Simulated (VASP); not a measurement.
ZnS (Wurtzite-4H):

```xyz
8
Lattice="3.8227 0.0000 0.0000 -1.9114 3.3106 0.0000 0.0000 0.0000 12.5200" Properties=species:S:1:pos:R:3 pbc="T T T"
Zn    1.9114    1.1035    9.3900
Zn    0.0000    2.2070    3.1300
Zn    0.0000    0.0000    6.2600
Zn    0.0000    0.0000    0.0000
S     1.9114    1.1035   11.7375
S     0.0000    2.2070    5.4775
S     0.0000    0.0000    8.6075
S     0.0000    0.0000    2.3475
```

- Program: VASP 6.6.1
- Task: relaxation of cell and atoms
- Functional: LDA
- Potentials or basis: VASP PAW LDA potentials, release 64 (Zn, S)
- Cutoff: 600 eV
- k mesh: 8 × 8 × 3
- Occupations: fermi-dirac, width 0.05 eV
- Spin: no spin polarisation

At the start: pressure -4.6 GPa; volume 19.81 Å³/atom.

**Question.** How do energy, volume and symmetry change on relaxing?

**Answer.** Over 7 steps the energy falls by 17.8 meV/atom and the volume is 18.62 Å³/atom (-6.0 %); space group P6_3mc (No. 186, to 0.05 Å).

Step by step:
```
step  energy change (eV)  largest force (eV/Å)  pressure (GPa)  volume (Å³)
   1              0.0000                0.0394           -4.55       158.44
   2             -0.1232                0.0270            1.81       145.89
   3             -0.1421                0.0318            0.03       148.99
   4             -0.1421                0.0316           -0.04       149.18
   5             -0.1422                0.0113           -0.06       149.18
   6             -0.1422                0.0022           -0.07       149.18
   7             -0.1422                0.0072            0.04       149.00
```

Final structure:
```xyz
8
Lattice="3.7451 0.0000 0.0000 -1.8726 3.2434 0.0000 0.0000 0.0000 12.2662" Properties=species:S:1:pos:R:3 pbc="T T T"
Zn    1.8726    1.0811    9.2002
Zn    0.0000    2.1623    3.0670
Zn    3.7451    0.0000    6.1356
Zn    0.0000    0.0000    0.0025
S     1.8726    1.0811   11.5007
S     0.0000    2.1623    5.3676
S     0.0000    0.0000    8.4289
S     3.7451    0.0000    2.2958
```
